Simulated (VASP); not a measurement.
# Pt (Fm-3m) in VASP: density of states with PBE

Aim: the density of states of Pt with PBE.

All numbers are computed with VASP 6.6.1; they aren't measurements. Logs are shortened: lines on timing, memory, paths and dates and some standing lists are left out, and cuts for length are marked.

## 1. Starting point

It takes space group Fm-3m (No. 225, cubic). The conventional cell has a = 3.954 Å, b = 3.954 Å, c = 3.954 Å, α = 90.00°, β = 90.00°, γ = 90.00°. Pt (site symmetry m-3m) is surrounded by 12 Pt at 2.80 Å.

## 2. Density of states, PBE

File POSCAR:

```
Pt                                      
1.0
   -0.0000000000      1.9769256660      1.9769256660
    1.9769256660     -0.0000000000      1.9769256660
    1.9769256660      1.9769256660      0.0000000000
  Pt            
     1
Direct
     0.0000000000000000    0.0000000000000000    0.0000000000000000
```

File INCAR.step1:

```
ALGO = Fast
EDIFF = 1E-7
ENCUT = 520
GGA = PE
ISIF = 2
ISMEAR = 0
LASPH = True
LCHARG = True
LMAXMIX = 4
LREAL = False
LWAVE = False
NELM = 60
PREC = Accurate
SIGMA = 0.1
```

File KPOINTS.step1:

```
k-points
0
Gamma
  6 6 6
```

File INCAR.step2:

```
ALGO = Fast
EDIFF = 1E-7
ENCUT = 520
GGA = PE
ICHARG = 11
ISIF = 2
ISMEAR = -5
LASPH = True
LCHARG = False
LMAXMIX = 4
LORBIT = 10
LREAL = False
LWAVE = False
NEDOS = 1001
NELM = 60
PREC = Accurate
SIGMA = 0.1
```

File KPOINTS.step2:

```
k-points
0
Gamma
  9 9 9
```

Potentials or basis: VASP PAW PBE potentials, release 64 (Pt).

On the command line:

```console
> cat potpaw_PBE.64/Pt/POTCAR > POTCAR
> cp INCAR.step1 INCAR
> cp KPOINTS.step1 KPOINTS
> mpirun -np 1 vasp_std > vasp.out
> cp INCAR.step2 INCAR
> cp KPOINTS.step2 KPOINTS
> mpirun -np 1 vasp_std > vasp.out
```

OUTCAR:

```text
EDIFF = 1E-7
   ENCUT = 520
   GGA = PE
   ICHARG = 11
   ISIF = 2
   ISMEAR = -5
   LASPH = True
   LORBIT = 10
   LREAL = False
   NELM = 60
   PREC = Accurate

 ion  position               nearest neighbor table
   1  0.000  0.000  0.000-

  LATTYP: Found a face centered cubic cell.
 ALAT       =     3.9538513320

  Lattice vectors:

 A1 = (   0.0000000000,   1.9769256660,   1.9769256660)
 A2 = (   1.9769256660,   0.0000000000,   1.9769256660)
 A3 = (   1.9769256660,   1.9769256660,   0.0000000000)

Analysis of symmetry for initial positions (statically):
=====================================================================
 Subroutine PRICEL returns:
 Original cell was already a primitive cell.

 Routine SETGRP: Setting up the symmetry group for a
 face centered cubic supercell.

 Subroutine GETGRP returns: Found 48 space group operations
 (whereof 48 operations were pure point group operations)
 out of a pool of 48 trial point group operations.

The static configuration has the point symmetry O_h .

Analysis of symmetry for dynamics (positions and initial velocities):
=====================================================================
 Subroutine PRICEL returns:
 Original cell was already a primitive cell.

 Routine SETGRP: Setting up the symmetry group for a
 face centered cubic supercell.

 Subroutine GETGRP returns: Found 48 space group operations
 (whereof 48 operations were pure point group operations)
 out of a pool of 48 trial point group operations.

The dynamic configuration has the point symmetry O_h .

 Subroutine INISYM returns: Found 48 space group operations
 (whereof 48 operations are pure point group operations),
 and found     1 'primitive' translations

----------------------------------------------------------------------------------------

                                     Primitive cell

  volume of cell :      15.4526

  direct lattice vectors                    reciprocal lattice vectors
     0.000000000  1.976925666  1.976925666    -0.252917957  0.252917957  0.252917957
     1.976925666  0.000000000  1.976925666     0.252917957 -0.252917957  0.252917957
     1.976925666  1.976925666  0.000000000     0.252917957  0.252917957 -0.252917957

  length of vectors
     2.795795089  2.795795089  2.795795089     0.438066751  0.438066751  0.438066751

  position of ions in fractional coordinates (direct lattice)
     0.000000000  0.000000000  0.000000000

  ion indices of the primitive-cell ions
   primitive index   ion index
                 1           1

[... 84 lines left out ...]
   NELECT =      10.0000    total number of electrons
   NUPDOWN=      -1.0000    fix difference up-down
   EMIN   =  10.00;   EMAX   =-10.00  energy-range for DOS
   EFERMI =   0.00;   METHOD = LEGACY
   ISMEAR =    -5;   SIGMA  =   0.10  broadening in eV -4-tet -1-fermi 0-gaus
   EFERMI_NEDOS =   21; number of points for ismear=-14 and -15
   IALGO  =     68    algorithm
   IMIX   =      4    mixing-type and parameters
     AMIX     =   0.40;   BMIX     =  1.00
     AMIX_MAG =   1.60;   BMIX_MAG =  1.00
  volume/ion in A,a.u.               =      15.45       104.28
  Fermi-wavevector in a.u.,A,eV,Ry     =   1.416037  2.675921 27.281855  2.005160
  Thomas-Fermi vector in A             =   2.537413
   LORBIT       =     10    0 simple, 1 ext, 2 COOP (PROOUT), +10 PAW based schemes
   GGA     = PE    functional components
   LHFCALC =     F    Hartree Fock is set to
   AEXX    =    0.0000 exact exchange contribution
   IVDW    =     0    specifies the selected vdW correction
   LEPSILON=     F    determine dielectric tensor
   LRPA    =     F    only Hartree local field effects (RPA)
 non-spin polarized calculation
 RMM-DIIS sequential band-by-band and
 Fermi weights with tetrahedron method with Bloechl corrections
  energy-cutoff  :      520.00
  volume of cell :       15.45
 maximum number of plane-waves:       432
 NGX is ok and might be reduce to    24

 number of electron      10.0000001 magnetization

 Free energy of the ion-electron system (eV)
  ---------------------------------------------------
  ext. energy  EPLUGINS =         0.00000000
  ---------------------------------------------------
  free energy    TOTEN  =        -6.11787672 eV

  energy without entropy =       -6.11787672  energy(sigma->0) =       -6.11787672

 E-fermi :  10.7263     XC(G=0): -13.3517

 val. band max:       11.0203531449   @ k =   0.4444   0.4444   0.0000
 cond. band min:      10.6838535558   @ k =   0.4444   0.0000   0.0000
 fundamental gap:     -0.3364995890
 Fermi energy:        10.7263472077

 k-point     1 :       0.0000    0.0000    0.0000
  band No.  band energies     occupation
      1       0.8569      2.00000
      2       7.1302      2.00000
      3       7.1302      2.00000
      4       7.1302      2.00000
      5       9.1920      2.00000
      6       9.1920      2.00000
      7      25.5164      0.00000
      8      30.3382      0.00000
      9      30.3382      0.00000
[... 265 lines left out ...]
 k-point    24 :       0.4444    0.4444    0.0000
  band No.  band energies     occupation
      1       4.0311      2.00000
      2       4.4774      2.00000
      3      10.7048      2.00000
      4      11.0204      1.30749
      5      11.0204      0.05322
      6      11.8110     -0.00195
      7      20.4714      0.00000
      8      22.5001      0.00000
      9      22.5001      0.00000

 [... further k-points ...]

------------------------ aborting loop because EDIFF is reached ----------------------------------------

  FORCE on cell =-STRESS in cart. coord.  units (eV):
  Direction    XX          YY          ZZ          XY          YZ          ZX
  --------------------------------------------------------------------------------------
  -------------------------------------------------------------------------------------
  Total        0.7705525      0.7705525      0.7705525      0.0000000     -0.0000000      0.0000000
  in kB       79.8935610     79.8935610     79.8935610      0.0000000     -0.0000000      0.0000000
  external PRESSURE =      79.8935610 kB  Pullay stress =       0.0000000 kB

 VOLUME and BASIS-vectors are now :
 -----------------------------------------------------------------------------
  energy-cutoff  :      520.00
  volume of cell :       15.45
      direct lattice vectors                 reciprocal lattice vectors
     0.000000000  1.976925666  1.976925666    -0.252917957  0.252917957  0.252917957
     1.976925666  0.000000000  1.976925666     0.252917957 -0.252917957  0.252917957
     1.976925666  1.976925666  0.000000000     0.252917957  0.252917957 -0.252917957

 POSITION                                       TOTAL-FORCE (eV/Angst)
 -----------------------------------------------------------------------------------
      0.00000      0.00000      0.00000         0.000000      0.000000      0.000000
 -----------------------------------------------------------------------------------
    total drift:                               -0.000000      0.000000     -0.000000

  FREE ENERGIE OF THE ION-ELECTRON SYSTEM (eV)
  ---------------------------------------------------
  free  energy   TOTEN  =        -6.1178767229 eV

  energy  without entropy=       -6.1178767229  energy(sigma->0) =       -6.11787672

 total charge

# of ion       s       p       d       tot
------------------------------------------
    1        0.621   0.575   8.039   9.235
```

OUTCAR.step1:

```text
EDIFF = 1E-7
   ENCUT = 520
   GGA = PE
   ISIF = 2
   ISMEAR = 0
[... 400 lines left out ...]

 POSITION                                       TOTAL-FORCE (eV/Angst)
 -----------------------------------------------------------------------------------
      0.00000      0.00000      0.00000        -0.000000      0.000000      0.000000
 -----------------------------------------------------------------------------------
    total drift:                               -0.000000      0.000000      0.000000

  FREE ENERGIE OF THE ION-ELECTRON SYSTEM (eV)
  ---------------------------------------------------
  free  energy   TOTEN  =        -6.2036477328 eV

  energy  without entropy=       -6.1965540849  energy(sigma->0) =       -6.20010091
```

Wall time 4 s (1 thread of Intel Xeon 6975P-C (Granite Rapids), shared host); peak memory 0.13 GiB.

Results:

```
Valence electrons inside the program's atomic spheres : Pt 9.23
```

States per cell in windows of 0.5 eV (zero at the Fermi level; states under -8 eV left out):
```tsv
from (eV)	total	Pt1_d	Pt1_p	Pt1_s
-8.0	0.08	0.01	0.01	0.05
-7.5	0.13	0.03	0.01	0.07
-7.0	0.32	0.15	0.02	0.10
-6.5	0.61	0.38	0.03	0.12
-6.0	0.73	0.55	0.04	0.07
-5.5	0.51	0.41	0.03	0.02
-5.0	0.69	0.56	0.05	0.01
-4.5	0.69	0.58	0.04	0.01
-4.0	0.80	0.66	0.06	0.02
-3.5	1.15	0.97	0.08	0.02
-3.0	0.59	0.47	0.06	0.02
-2.5	0.73	0.62	0.05	0.01
-2.0	0.73	0.65	0.03	0.01
-1.5	0.60	0.54	0.02	0.01
-1.0	0.63	0.59	0.01	0.00
-0.5	0.90	0.85	0.01	0.01
0.0	0.53	0.50	0.01	0.01
0.5	0.16	0.12	0.02	0.01
1.0	0.14	0.09	0.03	0.01
1.5	0.14	0.08	0.03	0.02
2.0	0.16	0.09	0.04	0.02
2.5	0.14	0.07	0.04	0.02
3.0	0.14	0.06	0.04	0.02
3.5	0.15	0.06	0.04	0.03
4.0	0.13	0.05	0.04	0.03
4.5	0.13	0.05	0.04	0.03
5.0	0.08	0.03	0.03	0.02
5.5	0.09	0.03	0.02	0.03
6.0	0.12	0.04	0.02	0.05
6.5	0.19	0.05	0.05	0.06
7.0	0.20	0.05	0.06	0.07
7.5	0.19	0.04	0.05	0.06
```

Caveat: the k mesh is coarse (spacing up to 0.46 Å⁻¹), so the values aren't converged; tetrahedron occupations give inexact forces and stress in metals. The run has no spin-orbit coupling, so splittings on Pt are missing.
